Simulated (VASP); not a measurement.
# InP (F-43m) in VASP: a series of runs

InP is run at these levels: PBE; tasks: single point.

All numbers are computed with VASP 6.6.1; they aren't measurements. Logs are shortened: lines on timing, memory, paths and dates and some standing lists are left out, and cuts for length are marked.

**What was measured.**

A printed reference work, data compilation reports, for a bulk crystal of InP at 1.6 K: band gap 1.4236 eV (direct).

How close the calculation comes is told below.

## (1) The cell of the first run

Symmetry: F-43m, No. 216, cubic system. Conventional cell: a = 5.929 Å, b = 5.929 Å, c = 5.929 Å, α = 90.00°, β = 90.00°, γ = 90.00°. Within 3.4 Å of P (site symmetry -43m) lie 4 In at 2.57 Å. Within 3.4 Å of In (site symmetry -43m) lie 4 P at 2.57 Å.

## (2) Single point, PBE

INCAR

```
SYSTEM = InP
ALGO     = Normal         ! electronic algorithm
EDIFF    = 1E-7           ! SCF threshold, eV
ENCUT    = 520            ! plane-wave cutoff, eV
GGA      = PE             ! functional
ISIF     = 2              ! what is computed and relaxed
ISMEAR   = -1             ! smearing method
LASPH    = .TRUE.         ! aspherical terms in the spheres
LCHARG   = .FALSE.        ! write CHGCAR
LREAL    = .FALSE.        ! projectors in reciprocal space
LWAVE    = .FALSE.        ! write WAVECAR
NBANDS   = 16             ! bands
NELM     = 60             ! most SCF steps
PREC     = Accurate       ! precision mode
SIGMA    = 0.0429         ! smearing width, eV
```

KPOINTS

```
k-points
0
G
  5 5 5
  0 0 0
```

POSCAR

```
InP
1.0
    0.0000000000      2.9646590000      2.9646590000
    2.9646590000      0.0000000000      2.9646590000
    2.9646590000      2.9646590000      0.0000000000
P In
1 1
Direct
    0.2500000000      0.2500000000      0.2500000000
    0.0000000000      0.0000000000      0.0000000000
```

Potentials or basis: VASP PAW PBE potentials, release 64 (P, In_d).

The run is started by

```sh
$ cat potpaw_PBE.64/P/POTCAR potpaw_PBE.64/In_d/POTCAR > POTCAR
$ mpirun -np 1 vasp_std > vasp.out
```

OUTCAR:

```text
SYSTEM = InP
   EDIFF = 1E-7
   ENCUT = 520
   GGA = PE
   ISIF = 2
   ISMEAR = -1
   LASPH = .TRUE.
   LREAL = .FALSE.
   NELM = 60
   PREC = Accurate

 ion  position               nearest neighbor table
   1  0.250  0.250  0.250-   2 2.57   2 2.57   2 2.57   2 2.57
   2  0.000  0.000  0.000-   1 2.57   1 2.57   1 2.57   1 2.57

  LATTYP: Found a face centered cubic cell.
 ALAT       =     5.9293180000

  Lattice vectors:

 A1 = (   0.0000000000,   2.9646590000,   2.9646590000)
 A2 = (   2.9646590000,   0.0000000000,   2.9646590000)
 A3 = (   2.9646590000,   2.9646590000,   0.0000000000)

Analysis of symmetry for initial positions (statically):
=====================================================================
 Subroutine PRICEL returns:
 Original cell was already a primitive cell.

 Routine SETGRP: Setting up the symmetry group for a
 face centered cubic supercell.

 Subroutine GETGRP returns: Found 24 space group operations
 (whereof 24 operations were pure point group operations)
 out of a pool of 48 trial point group operations.

The static configuration has the point symmetry T_d .

Analysis of symmetry for dynamics (positions and initial velocities):
=====================================================================
 Subroutine PRICEL returns:
 Original cell was already a primitive cell.

 Routine SETGRP: Setting up the symmetry group for a
 face centered cubic supercell.

 Subroutine GETGRP returns: Found 24 space group operations
 (whereof 24 operations were pure point group operations)
 out of a pool of 48 trial point group operations.

The dynamic configuration has the point symmetry T_d .

 Subroutine INISYM returns: Found 24 space group operations
 (whereof 24 operations are pure point group operations),
 and found     1 'primitive' translations

----------------------------------------------------------------------------------------

                                     Primitive cell

  volume of cell :      52.1140

  direct lattice vectors                    reciprocal lattice vectors
     0.000000000  2.964659000  2.964659000    -0.168653461  0.168653461  0.168653461
     2.964659000  0.000000000  2.964659000     0.168653461 -0.168653461  0.168653461
     2.964659000  2.964659000  0.000000000     0.168653461  0.168653461 -0.168653461

  length of vectors
     4.192660966  4.192660966  4.192660966     0.292116363  0.292116363  0.292116363

  position of ions in fractional coordinates (direct lattice)
[... 62 lines left out ...]
   ENCUT  =  520.0 eV  38.22 Ry    6.18 a.u.   7.80  7.80  7.80*2*pi/ulx,y,z
   NELM   =     60;   NELMIN=  2; NELMDL= -5     # of ELM steps
   EDIFF  = 0.1E-06   stopping-criterion for ELM
   LREAL  =      F    real-space projection
   EDIFFG = 0.1E-05   stopping-criterion for IOM
   NSW    =      0    number of steps for IOM
   IBRION =     -1    ionic relax: 0-MD 1-quasi-New 2-CG
   NFREE  =      0    steps in history (QN), initial steepest desc. (CG)
   ISIF   =      2    stress and relaxation
   ISYM   =      2    0-nonsym 1-usesym 2-fastsym
   POTIM  = 0.5000    time-step for ionic-motion
   TEBEG  =    0.0;   TEEND  =   0.0 temperature during run
   PSTRESS=    0.0 pullay stress
   NELECT =      18.0000    total number of electrons
   NUPDOWN=      -1.0000    fix difference up-down
   EMIN   =  10.00;   EMAX   =-10.00  energy-range for DOS
   EFERMI =   0.00;   METHOD = LEGACY
   ISMEAR =    -1;   SIGMA  =   0.04  broadening in eV -4-tet -1-fermi 0-gaus
   EFERMI_NEDOS =   21; number of points for ismear=-14 and -15
   IALGO  =     38    algorithm
   IMIX   =      4    mixing-type and parameters
     AMIX     =   0.40;   BMIX     =  1.00
     AMIX_MAG =   1.60;   BMIX_MAG =  1.00
  volume/ion in A,a.u.               =      26.06       175.84
  Fermi-wavevector in a.u.,A,eV,Ry     =   1.148632  2.170600 17.950922  1.319356
  Thomas-Fermi vector in A             =   2.285306
   LORBIT       =      0    0 simple, 1 ext, 2 COOP (PROOUT), +10 PAW based schemes
   GGA     = PE    functional components
   LHFCALC =     F    Hartree Fock is set to
   AEXX    =    0.0000 exact exchange contribution
   IVDW    =     0    specifies the selected vdW correction
   LEPSILON=     F    determine dielectric tensor
   LRPA    =     F    only Hartree local field effects (RPA)
 non-spin polarized calculation
  energy-cutoff  :      520.00
  volume of cell :       52.11
 maximum number of plane-waves:      1422
   NGX = 15   NGY = 15   NGZ = 15

 number of electron      18.0000008 magnetization

 Free energy of the ion-electron system (eV)
  ---------------------------------------------------
  ext. energy  EPLUGINS =         0.00000000
  ---------------------------------------------------
  free energy    TOTEN  =        -8.37075633 eV

  energy without entropy =       -8.37071577  energy(sigma->0) =       -8.37073605

 E-fermi :   5.1149     XC(G=0):  -9.1220

 val. band max:        4.8331182373   @ k =   0.0000   0.0000   0.0000
 cond. band min:       5.3494589794   @ k =   0.0000   0.0000   0.0000
 fundamental gap:      0.5163407421
 Fermi energy:         5.1149289188

 k-point     1 :       0.0000    0.0000    0.0000
  band No.  band energies     occupation
      1      -9.3079      2.00000
      2      -9.3079      2.00000
      3      -9.3079      2.00000
      4      -9.1734      2.00000
      5      -9.1734      2.00000
      6      -6.4536      2.00000
[... 167 lines left out ...]
      3      -9.2300      2.00000
      4      -9.1909      2.00000
      5      -9.1582      2.00000
      6      -4.3924      2.00000
[... 8 lines left out ...]
     15      15.3363      0.00000
     16      17.1908      0.00000

------------------------ aborting loop because EDIFF is reached ----------------------------------------

  FORCE on cell =-STRESS in cart. coord.  units (eV):
  Direction    XX          YY          ZZ          XY          YZ          ZX
  --------------------------------------------------------------------------------------
  -------------------------------------------------------------------------------------
  Total        0.2940595      0.2940595      0.2940595     -0.0000000      0.0000000     -0.0000000
  in kB        9.0404810      9.0404810      9.0404810     -0.0000000      0.0000000     -0.0000000
  external PRESSURE =       9.0404810 kB  Pullay stress =       0.0000000 kB

 VOLUME and BASIS-vectors are now :
 -----------------------------------------------------------------------------
  energy-cutoff  :      520.00
  volume of cell :       52.11
      direct lattice vectors                 reciprocal lattice vectors
     0.000000000  2.964659000  2.964659000    -0.168653461  0.168653461  0.168653461
     2.964659000  0.000000000  2.964659000     0.168653461 -0.168653461  0.168653461
     2.964659000  2.964659000  0.000000000     0.168653461  0.168653461 -0.168653461

 POSITION                                       TOTAL-FORCE (eV/Angst)
 -----------------------------------------------------------------------------------
      1.48233      1.48233      1.48233        -0.000000     -0.000000     -0.000000
      0.00000      0.00000      0.00000         0.000000      0.000000      0.000000
 -----------------------------------------------------------------------------------
    total drift:                               -0.000000     -0.000000     -0.000000

  FREE ENERGIE OF THE ION-ELECTRON SYSTEM (eV)
  ---------------------------------------------------
  free  energy   TOTEN  =        -8.3707563261 eV

  energy  without entropy=       -8.3707157733  energy(sigma->0) =       -8.37073605
```

stdout:

```text
POSCAR found type information on POSCAR P In
 POSCAR found :  2 types and       2 ions
 scaLAPACK will be used
 LDA part: xc-table for (Slater+PW92), standard interpolation
 POSCAR, INCAR and KPOINTS ok, starting setup
 FFT: planning ... GRIDC
 FFT: planning ... GRID_SOFT
 FFT: planning ... GRID
 WAVECAR not read
 entering main loop
```

Wall time 7.1 s (1 thread of Intel Xeon Platinum 8488C (Sapphire Rapids), shared host); peak memory 0.16 GiB.

What came out:

```yaml
Free_energy: -8.3708 eV
Pressure: 0.9 GPa
Band_gap_on_the_k_mesh: 0.52 eV, direct
```

Levels at points of the mesh, in eV from the valence-band top:
```csv
k point,band 6,band 7,band 8,band 9,band 10,band 11,band 12,band 13
"(0.00, 0.00, 0.00)",-11.29,0.00,0.00,0.00,0.52,4.08,4.08,4.08
```

Caveat: spin-orbit coupling is left out, which moves the levels of the heavy elements.

## (3) Single point, PBE

INCAR

```
PREC = Accurate
ENCUT = 520
EDIFF = 1E-7
ISMEAR = -1
SIGMA = 0.0429
LREAL = F
LASPH = T
NELM = 60
ALGO = Normal
ISIF = 2
LWAVE = F
LCHARG = F
GGA = PE
NBANDS = 16
```

KPOINTS

```
regular mesh
0
Gamma
  5 5 5
```

POSCAR is that of step 2.

Potentials or basis: VASP PAW PBE potentials, release 64 (P, In_d).

The run is started by

```sh
$ cat potpaw_PBE.64/P/POTCAR potpaw_PBE.64/In_d/POTCAR > POTCAR
$ mpirun -np 1 vasp_std > vasp.out
```

Wall time 6.9 s (1 thread of Intel Xeon Platinum 8488C (Sapphire Rapids), shared host); peak memory 0.17 GiB.

It converged, with:

| Quantity | Value |
| --- | --- |
| Free energy | -8.3708 eV |
| Pressure | 0.9 GPa |
| Band gap on the k mesh | 0.52 eV, direct |

Levels at points of the mesh, in eV from the valence-band top:
```csv
k point,band 6,band 7,band 8,band 9,band 10,band 11,band 12,band 13
"(0.00, 0.00, 0.00)",-11.29,0.00,0.00,0.00,0.52,4.08,4.08,4.08
```

Caveat: spin-orbit coupling is left out, which moves the levels of the heavy elements.

## (4) Single point, PBE, collinear spin, ferromagnetic start

INCAR

```
SYSTEM = InP
PREC = Accurate
ENCUT = 520
EDIFF = 1E-7
ISMEAR = -1
SIGMA = 0.0429
LREAL = .False.
LASPH = .True.
NELM = 150
ALGO = Normal
ISIF = 2
LWAVE = .False.
LCHARG = .False.
ISPIN = 2
MAGMOM = 3 2
LORBIT = 11
GGA = PE
ISYM = 0
NBANDS = 20
```

KPOINTS

```
Automatic mesh
0
Gamma
  5 5 5
  0.5 0.5 0.5
```

POSCAR is that of step 3.

The run is started by

```sh
$ cat potpaw_PBE.64/P/POTCAR potpaw_PBE.64/In_d/POTCAR > POTCAR
$ mpirun -np 1 vasp_std > vasp.out
```

It took 4.9 min on 1 thread of Intel Xeon Platinum 8488C (Sapphire Rapids), shared host; peak memory 0.49 GiB.

The run converged. Its results:

```yaml
Free_energy: -8.4060 eV
Pressure: 0.9 GPa
Band_gap_on_the_k_mesh: 1.47 eV, direct
Net_moment: 0.00 μB per cell
Valence_electrons_inside_the_program's_atomic_spheres: P 2.51; In 11.45
```

Levels at points of the mesh, in eV from the valence-band top:
Spin up:
| k point | band 6 | band 7 | band 8 | band 9 | band 10 | band 11 | band 12 | band 13 |
| --- | --- | --- | --- | --- | --- | --- | --- | --- |
| (0.50, 0.50, 0.50) | -9.56 | -5.43 | -0.80 | -0.80 | 1.53 | 4.92 | 4.92 | 7.14 |
| (0.50, 0.00, 0.00) | -9.56 | -5.43 | -0.80 | -0.80 | 1.53 | 4.92 | 4.92 | 7.14 |
| (0.00, 0.00, 0.50) | -9.56 | -5.43 | -0.80 | -0.80 | 1.53 | 4.92 | 4.92 | 7.14 |
| (0.00, 0.50, 0.00) | -9.56 | -5.43 | -0.80 | -0.80 | 1.53 | 4.92 | 4.92 | 7.14 |
Spin down:
```
           k point  band 5  band 6  band 7  band 8  band 9  band 10  band 11  band 12  band 13  band 14
(0.50, 0.50, 0.50)  -13.86   -9.56   -5.43   -0.80   -0.80     1.53     4.92     4.92     7.14     9.44
(0.50, 0.00, 0.00)  -13.86   -9.56   -5.43   -0.80   -0.80     1.53     4.92     4.92     7.14     9.44
(0.00, 0.00, 0.50)  -13.86   -9.56   -5.43   -0.80   -0.80     1.53     4.92     4.92     7.14     9.44
(0.00, 0.50, 0.00)  -13.86   -9.56   -5.43   -0.80   -0.80     1.53     4.92     4.92     7.14     9.44
```

Caveat: spin-orbit coupling is left out, which moves the levels of the heavy elements.

## (5) Against experiment

Step 2. Against the measured gap of InP, 1.4236 eV (direct; 1.6 K; a printed reference work, data compilation), the calculated 0.52 eV is off by -0.91 eV. Spin-orbit coupling on In is left out. The value is that of PBE, without temperature or zero-point motion. Semilocal functionals fall short of measured gaps as a rule.

Step 3. Measured gap of InP: 1.4236 eV (direct; 1.6 K; a printed reference work, data compilation). This calculation gives 0.52 eV (-0.91 eV). Spin-orbit coupling on In is left out. The value is that of PBE, without temperature or zero-point motion. Semilocal functionals fall short of measured gaps as a rule.

Step 4. A measured gap of InP is 1.4236 eV (direct; 1.6 K; a printed reference work, data compilation); the calculated 1.47 eV misses it by +0.05 eV. Spin-orbit coupling on In is left out. The value is that of PBE on a finite k mesh, which can miss the band edges, without temperature or zero-point motion.
